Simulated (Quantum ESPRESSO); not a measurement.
# Ga in Quantum ESPRESSO: a series of runs, part 4 of 4

Quantum ESPRESSO 7.5.

## 6. Work function, PBE

File pw.in:

```
&CONTROL
  calculation = 'scf'
  prefix = 'pwscf'
  outdir = './tmp'
  pseudo_dir = './pseudo'
  tprnfor = .true.
  disk_io = 'low'
/
&SYSTEM
  ibrav = 0
  celldm(1) = 8
  nat = 5
  ntyp = 1
  ecutwfc = 64
  nbnd = 43
  occupations = 'smearing'
  smearing = 'fd'
  degauss = 0.00367493
/
&ELECTRONS
  conv_thr = 5d-09
  electron_maxstep = 150
  mixing_beta = 0.3
  mixing_mode = 'local-TF'
/
ATOMIC_SPECIES
Ga    69.7230 Ga.upf
CELL_PARAMETERS alat
  0.6632938697436   0.0000000000000   0.0000000000000
 -0.3316469348718   0.6222685942613  -0.0000000000000
  0.0000000000000   0.0000000000000   5.7881883849425
ATOMIC_POSITIONS crystal
Ga     0.2840509264    0.5681018529    0.3060747377
Ga     0.5681018529    0.1362037057    0.4030373689
Ga     0.8521527793    0.7043055586    0.5000000000
Ga     0.1362037057    0.2724074115    0.5969626311
Ga     0.4202546322    0.8405092644    0.6939252623
K_POINTS automatic
11 11 1 0 0 0
```

File pp_density.in:

```
&INPUTPP
  prefix = 'pwscf'
  outdir = './tmp'
  filplot = 'density.dat'
  plot_num = 0
/
&PLOT
  nfile = 1
  filepp(1) = 'density.dat'
  iflag = 3
  output_format = 6
  fileout = 'density.cube'
/
```

File pp_potential.in:

```
&INPUTPP
  prefix = 'pwscf'
  outdir = './tmp'
  filplot = 'potential.dat'
  plot_num = 11
/
&PLOT
  nfile = 1
  filepp(1) = 'potential.dat'
  iflag = 3
  output_format = 6
  fileout = 'potential.cube'
/
```

File pp_elf.in:

```
&INPUTPP
  prefix = 'pwscf'
  outdir = './tmp'
  filplot = 'elf.dat'
  plot_num = 8
/
&PLOT
  nfile = 1
  filepp(1) = 'elf.dat'
  iflag = 3
  output_format = 6
  fileout = 'elf.cube'
/
```

Potentials or basis: PseudoDojo 0.4.1 SR PBE standard.

On the command line:

```
$ OMP_NUM_THREADS=1 mpirun -n 2 pw.x -nk 2 -in pw.in > pw.out
$ OMP_NUM_THREADS=1 mpirun -n 1 pp.x -in pp_density.in > pp_density.out
$ OMP_NUM_THREADS=1 mpirun -n 1 pp.x -in pp_potential.in > pp_potential.out
$ OMP_NUM_THREADS=1 mpirun -n 1 pp.x -in pp_elf.in > pp_elf.out
```

pw.out:

```text
This program is part of the open-source Quantum ESPRESSO suite
     for quantum simulation of materials; please cite
         "P. Giannozzi et al., J. Phys.:Condens. Matter 21 395502 (2009);
         "P. Giannozzi et al., J. Phys.:Condens. Matter 29 465901 (2017);
         "P. Giannozzi et al., J. Chem. Phys. 152 154105 (2020);
     in publications or presentations arising from this work. More details at

     Message from routine setup:
     using ibrav=0 with symmetry is DISCOURAGED, use correct ibrav instead

     K-points division:     npool     =       2
     Subspace diagonalization in iterative solution of the eigenvalue problem:
     a serial algorithm will be used

     G-vector sticks info
     --------------------
     sticks:   dense  smooth     PW     G-vecs:    dense   smooth      PW
     Sum         537     537    159                84659    84659   14149

     Using Slab Decomposition

     bravais-lattice index     =            0
     lattice parameter (alat)  =       8.0000  a.u.
     unit-cell volume          =    1223.1972 (a.u.)^3
     number of atoms/cell      =            5
     number of atomic types    =            1
     number of electrons       =        65.00
     number of Kohn-Sham states=           43
     kinetic-energy cutoff     =      64.0000  Ry
     charge density cutoff     =     256.0000  Ry
     scf convergence threshold =      5.0E-09
     mixing beta               =       0.3000
     number of iterations used =            8  local-TF  mixing
     Exchange-correlation= PBE
                           (   1   4   3   4   0   0   0)

     celldm(1)=   8.000000  celldm(2)=   0.000000  celldm(3)=   0.000000
     celldm(4)=   0.000000  celldm(5)=   0.000000  celldm(6)=   0.000000

     crystal axes: (cart. coord. in units of alat)
               a(1) = (   0.663294   0.000000   0.000000 )
               a(2) = (  -0.331647   0.622269  -0.000000 )
               a(3) = (   0.000000   0.000000   5.788188 )

     reciprocal axes: (cart. coord. in units 2 pi/alat)
               b(1) = (  1.507627  0.803512 -0.000000 )
               b(2) = (  0.000000  1.607023  0.000000 )
               b(3) = ( -0.000000  0.000000  0.172766 )

     PseudoPot. # 1 for Ga read from file:
     Ga.upf
     Pseudo is Norm-conserving + core correction, Zval = 13.0
     Generated using ONCVPSP code by D. R. Hamann
     Using radial grid of 1902 points,  6 beta functions with:
                l(1) =   0
                l(2) =   0
                l(3) =   1
                l(4) =   1
                l(5) =   2
                l(6) =   2

     atomic species   valence    mass     pseudopotential
     Ga               13.00    69.72300     Ga( 1.00)

      2 Sym. Ops. (no inversion) found

   Cartesian axes

     site n.     atom                  positions (alat units)
         1        Ga     tau(   1) = (  -0.0000000   0.3535119   1.7716182  )
         2        Ga     tau(   2) = (   0.3316469   0.0847553   2.3328562  )
         3        Ga     tau(   3) = (   0.3316469   0.4382672   2.8940942  )
         4        Ga     tau(   4) = (  -0.0000000   0.1695106   3.4553322  )
         5        Ga     tau(   5) = (  -0.0000000   0.5230225   4.0165701  )

     number of k points=    36  Fermi-Dirac smearing, width (Ry)=  0.0037
                       cart. coord. in units 2pi/alat
        k(    1) = (   0.0000000   0.0000000   0.0000000), wk =   0.0165289
        k(    2) = (   0.0000000   0.1460930   0.0000000), wk =   0.0330579
        k(    3) = (   0.0000000   0.2921860   0.0000000), wk =   0.0330579
        k(    4) = (   0.0000000   0.4382790   0.0000000), wk =   0.0330579
        k(    5) = (   0.0000000   0.5843720   0.0000000), wk =   0.0330579
        k(    6) = (   0.0000000   0.7304650   0.0000000), wk =   0.0330579
[... 28 lines left out ...]
        k(   35) = (   0.6852852  -0.2191395   0.0000000), wk =   0.0661157
        k(   36) = (   0.6852852  -0.0730465   0.0000000), wk =   0.0661157

     Dense  grid:    84659 G-vectors     FFT dimensions: (  27,  30, 240)

     Initial potential from superposition of free atoms

     starting charge      64.9866, renormalised to      65.0000

     negative rho (up, down):  4.778E-05 0.000E+00
     Starting wfcs are   45 randomized atomic wfcs

     Self-consistent Calculation

     iteration #  1     ecut=    64.00 Ry     beta= 0.30
     Davidson diagonalization with overlap
     ethr =  1.00E-02,  avg # of iterations =  5.1

     Threshold (ethr) on eigenvalues was too large:
     Diagonalizing with lowered threshold

     Davidson diagonalization with overlap
     ethr =  2.44E-04,  avg # of iterations =  5.1

     total energy              =    -764.63226025 Ry
     estimated scf accuracy    <       0.16553713 Ry

     iteration #  2     ecut=    64.00 Ry     beta= 0.30
     Davidson diagonalization with overlap
     ethr =  2.55E-04,  avg # of iterations =  1.0

     total energy              =    -764.60722424 Ry
     estimated scf accuracy    <       0.10715632 Ry

     iteration #  3     ecut=    64.00 Ry     beta= 0.30
     Davidson diagonalization with overlap
     ethr =  1.65E-04,  avg # of iterations =  4.1

     total energy              =    -764.61785526 Ry
     estimated scf accuracy    <       0.00618401 Ry

     iteration #  4     ecut=    64.00 Ry     beta= 0.30
     Davidson diagonalization with overlap
     c_bands:  1 eigenvalues not converged
     ethr =  9.51E-06,  avg # of iterations =  6.7

     negative rho (up, down):  4.100E-06 0.000E+00

     total energy              =    -764.61759921 Ry
     estimated scf accuracy    <       0.00467671 Ry

     iteration #  5     ecut=    64.00 Ry     beta= 0.30
     Davidson diagonalization with overlap
     ethr =  7.19E-06,  avg # of iterations =  3.1

     negative rho (up, down):  4.387E-06 0.000E+00

     total energy              =    -764.61697679 Ry
     estimated scf accuracy    <       0.00244638 Ry

     iteration #  6     ecut=    64.00 Ry     beta= 0.30
     Davidson diagonalization with overlap
     ethr =  3.76E-06,  avg # of iterations =  5.2
[... 10 lines left out ...]
     total energy              =    -764.61665738 Ry
     estimated scf accuracy    <       0.00052493 Ry

     iteration #  8     ecut=    64.00 Ry     beta= 0.30
     Davidson diagonalization with overlap
     ethr =  8.08E-07,  avg # of iterations =  3.8

     negative rho (up, down):  2.320E-03 0.000E+00

     total energy              =    -764.61684805 Ry
     estimated scf accuracy    <       0.00025079 Ry

     iteration #  9     ecut=    64.00 Ry     beta= 0.30
     Davidson diagonalization with overlap
     c_bands:  1 eigenvalues not converged
     ethr =  3.86E-07,  avg # of iterations =  6.5

     negative rho (up, down):  1.287E-03 0.000E+00

     total energy              =    -764.61682670 Ry
     estimated scf accuracy    <       0.00023581 Ry

     iteration # 10     ecut=    64.00 Ry     beta= 0.30
     Davidson diagonalization with overlap
     ethr =  3.63E-07,  avg # of iterations =  3.8

     negative rho (up, down):  1.326E-04 0.000E+00

     total energy              =    -764.61682641 Ry
     estimated scf accuracy    <       0.00003299 Ry

     iteration # 11     ecut=    64.00 Ry     beta= 0.30
     Davidson diagonalization with overlap
     ethr =  5.08E-08,  avg # of iterations =  5.7
[... 28 lines left out ...]
     total energy              =    -764.61684033 Ry
     estimated scf accuracy    <       0.00000002 Ry

     iteration # 15     ecut=    64.00 Ry     beta= 0.30
     Davidson diagonalization with overlap
     ethr =  3.55E-11,  avg # of iterations =  2.0

     total energy              =    -764.61684034 Ry
     estimated scf accuracy    <          9.3E-09 Ry

     iteration # 16     ecut=    64.00 Ry     beta= 0.30
     Davidson diagonalization with overlap
     ethr =  1.44E-11,  avg # of iterations =  1.9

     End of self-consistent calculation

          k = 0.0000 0.0000 0.0000 ( 10563 PWs)   bands (ev):

   -11.4099 -11.3998 -11.3849 -11.3676 -11.3403 -11.3161 -11.3077 -11.2925
   -11.2592 -11.2518 -11.2456 -11.2384 -11.2345 -11.2312 -11.1872 -11.1750
   -11.1666 -11.1238 -11.1226 -11.1073 -11.0956 -11.0533 -11.0522 -11.0511
   -11.0296  -7.6918  -7.0011  -5.8508  -4.2805  -2.4108   0.3464   2.7520
     5.3094   7.0437   7.9156   8.1663   9.9780  10.1865  12.6642  12.8144
    13.0132  13.2833  14.2299

          k = 0.0000 0.1461 0.0000 ( 10551 PWs)   bands (ev):

   -11.4160 -11.4033 -11.3810 -11.3662 -11.3328 -11.3149 -11.3102 -11.2878
   -11.2546 -11.2473 -11.2381 -11.2253 -11.2204 -11.2169 -11.1902 -11.1711
   -11.1567 -11.1328 -11.1267 -11.1017 -11.0919 -11.0678 -11.0519 -11.0498
   -11.0481  -7.5075  -6.8155  -5.6655  -4.0990  -2.2412   0.5447   2.9307
     5.4777   7.2179   8.0898   8.3391  10.1343  10.3462  10.4604  11.1277
    12.1668  12.9968  13.1123
[... 291 lines left out ...]
   -11.4485 -11.4257 -11.3966 -11.3867 -11.3578 -11.3464 -11.3151 -11.3072
   -11.2790 -11.2582 -11.2294 -11.2172 -11.1729 -11.1555 -11.1260 -11.1159
   -11.0923 -11.0858 -11.0790 -11.0708 -11.0568 -11.0329 -11.0045 -10.9664
   -10.9583  -3.1690  -2.4931  -1.3901   0.0714   1.2649   1.7614   2.0038
     2.9223   4.2859   5.0678   5.8078   6.8268   7.5971   7.8551   8.5904
     8.8612  10.1121  10.2385

          k = 0.6853-0.0730 0.0000 ( 10581 PWs)   bands (ev):

   -11.4054 -11.3901 -11.3730 -11.3521 -11.3479 -11.3366 -11.3053 -11.2932
   -11.2633 -11.2337 -11.2240 -11.2111 -11.1949 -11.1796 -11.1644 -11.1453
   -11.1162 -11.1115 -11.1028 -11.0857 -11.0809 -11.0406 -11.0104 -10.9723
   -10.9620  -3.5395  -2.8604  -1.7472  -0.2527   1.4853   2.8660   3.4326
     4.2116   4.5448   4.8296   5.3840   6.2955   6.7780   6.9353   8.0325
     8.2609   8.8260   9.7539

     the Fermi energy is     3.6752 ev

!    total energy              =    -764.61684035 Ry
     estimated scf accuracy    <          2.3E-09 Ry
     smearing contrib. (-TS)   =      -0.00154983 Ry
     internal energy E=F+TS    =    -764.61529052 Ry

     The total energy is F=E-TS. E is the sum of the following terms:
     one-electron contribution =   -4483.38706722 Ry
     hartree contribution      =    2288.03370069 Ry
     xc contribution           =    -209.22485256 Ry
     ewald contribution        =    1639.96292857 Ry

     convergence has been achieved in  16 iterations

     Forces acting on atoms (cartesian axes, Ry/au):

     atom    1 type  1   force =     0.00000000   -0.00038443   -0.01060794
     atom    2 type  1   force =     0.00000000    0.00002159    0.00139262
     atom    3 type  1   force =     0.00000000   -0.00000002   -0.00000000
     atom    4 type  1   force =     0.00000000   -0.00002176   -0.00139253
     atom    5 type  1   force =     0.00000000    0.00038461    0.01060786

     Total force =     0.015140     Total SCF correction =     0.000165

=------------------------------------------------------------------------------=
   JOB DONE.
=------------------------------------------------------------------------------=
```

Wall time 3.4 min (2 MPI ranks of Arm Neoverse V2, shared host); peak memory 0.56 GiB.

The run converged, but some of its settings lie outside the range that counts as converged, so its numbers aren't taken as properties of the slab.

Results:

| Item | Value |
| --- | --- |
| Free energy | -10403.1421 eV |
| Largest force | 0.273 eV/Å |
| Band gap on the k mesh | none (metal or under the smearing width) |
| Work function of the upper face | 4.15 eV |
| Work function of the lower face | 4.15 eV |

## 7. Work function, PBE

Edit pw.in of step 6 so:

```diff
@@ -13,3 +13,3 @@
   ntyp = 1
-  ecutwfc = 64
+  ecutwfc = 80
   nbnd = 43
```

pp_density.in is that of step 6.

pp_potential.in is that of step 6.

pp_elf.in is that of step 6.

Potentials or basis: PseudoDojo 0.4.1 SR PBE standard.

On the command line:

```
$ OMP_NUM_THREADS=1 mpirun -n 2 pw.x -nk 2 -in pw.in > pw.out
$ OMP_NUM_THREADS=1 mpirun -n 1 pp.x -in pp_density.in > pp_density.out
$ OMP_NUM_THREADS=1 mpirun -n 1 pp.x -in pp_potential.in > pp_potential.out
$ OMP_NUM_THREADS=1 mpirun -n 1 pp.x -in pp_elf.in > pp_elf.out
```

pw.out:

```text
This program is part of the open-source Quantum ESPRESSO suite
     for quantum simulation of materials; please cite
         "P. Giannozzi et al., J. Phys.:Condens. Matter 21 395502 (2009);
         "P. Giannozzi et al., J. Phys.:Condens. Matter 29 465901 (2017);
         "P. Giannozzi et al., J. Chem. Phys. 152 154105 (2020);
     in publications or presentations arising from this work. More details at

     Message from routine setup:
     using ibrav=0 with symmetry is DISCOURAGED, use correct ibrav instead

     K-points division:     npool     =       2
     Subspace diagonalization in iterative solution of the eigenvalue problem:
     a serial algorithm will be used

     G-vector sticks info
     --------------------
     sticks:   dense  smooth     PW     G-vecs:    dense   smooth      PW
     Sum         679     679    199               118177   118177   19315

     Using Slab Decomposition

     bravais-lattice index     =            0
[... 232 lines left out ...]
    13.0254  13.2832  14.2295
[... 309 lines left out ...]
   -11.3867 -11.3678 -11.3543 -11.3315 -11.3275 -11.3155 -11.2850 -11.2725
   -11.2425 -11.2132 -11.2035 -11.1920 -11.1763 -11.1584 -11.1429 -11.1241
   -11.0948 -11.0898 -11.0811 -11.0639 -11.0604 -11.0204 -10.9908 -10.9532
   -10.9420  -3.5395  -2.8605  -1.7473  -0.2527   1.4855   2.8655   3.4322
     4.2113   4.5443   4.8292   5.3839   6.2948   6.7773   6.9342   8.0316
     8.2599   8.8255   9.7531

     the Fermi energy is     3.6747 ev

!    total energy              =    -764.68990082 Ry
     estimated scf accuracy    <          2.5E-10 Ry
     smearing contrib. (-TS)   =      -0.00154997 Ry
     internal energy E=F+TS    =    -764.68835085 Ry

     The total energy is F=E-TS. E is the sum of the following terms:
     one-electron contribution =   -4483.54088182 Ry
     hartree contribution      =    2288.15255753 Ry
     xc contribution           =    -209.26295513 Ry
     ewald contribution        =    1639.96292858 Ry

     convergence has been achieved in  15 iterations

     Forces acting on atoms (cartesian axes, Ry/au):

     atom    1 type  1   force =     0.00000000   -0.00032406   -0.01054908
     atom    2 type  1   force =     0.00000000    0.00001864    0.00136015
     atom    3 type  1   force =     0.00000000    0.00000012   -0.00000004
     atom    4 type  1   force =     0.00000000   -0.00001856   -0.00136003
     atom    5 type  1   force =     0.00000000    0.00032386    0.01054900

     Total force =     0.015049     Total SCF correction =     0.000081

=------------------------------------------------------------------------------=
   JOB DONE.
=------------------------------------------------------------------------------=
```

pp_potential.out:

```text
This program is part of the open-source Quantum ESPRESSO suite
     for quantum simulation of materials; please cite
         "P. Giannozzi et al., J. Phys.:Condens. Matter 21 395502 (2009);
         "P. Giannozzi et al., J. Phys.:Condens. Matter 29 465901 (2017);
         "P. Giannozzi et al., J. Chem. Phys. 152 154105 (2020);
     in publications or presentations arising from this work. More details at

     IMPORTANT: XC functional enforced from input :
     Exchange-correlation= PBE
                           (   1   4   3   4   0   0   0)
     Any further DFT definition will be discarded
     Please, verify this is what you really want

     G-vector sticks info
     --------------------
     sticks:   dense  smooth     PW     G-vecs:    dense   smooth      PW
     Sum         679     679    199               118177   118177   19315

     Using Slab Decomposition

     Calling punch_plot, plot_num =  11
     Writing data to file  potential.dat
     Reading data from file  potential.dat

     Writing data to be plotted to file potential.cube
     Plot Type: 3D                     Output format: Gaussian cube

=------------------------------------------------------------------------------=
   JOB DONE.
=------------------------------------------------------------------------------=
```

It took 4.3 min on 2 MPI ranks of Arm Neoverse V2, shared host; peak memory 0.76 GiB.

What came out:

```yaml
Free_energy: -10404.1361 eV
Largest_force: 0.271 eV/Å
Band_gap_on_the_k_mesh: none (metal or under the smearing width)
Work_function_of_the_upper_face: 4.15 eV
Work_function_of_the_lower_face: 4.15 eV
```

Forces on the atoms (eV/Å):
```
Ga   0.000 -0.008 -0.271
Ga   0.000  0.000  0.035
Ga   0.000  0.000  0.000
Ga   0.000  0.000 -0.035
Ga   0.000  0.008  0.271
```
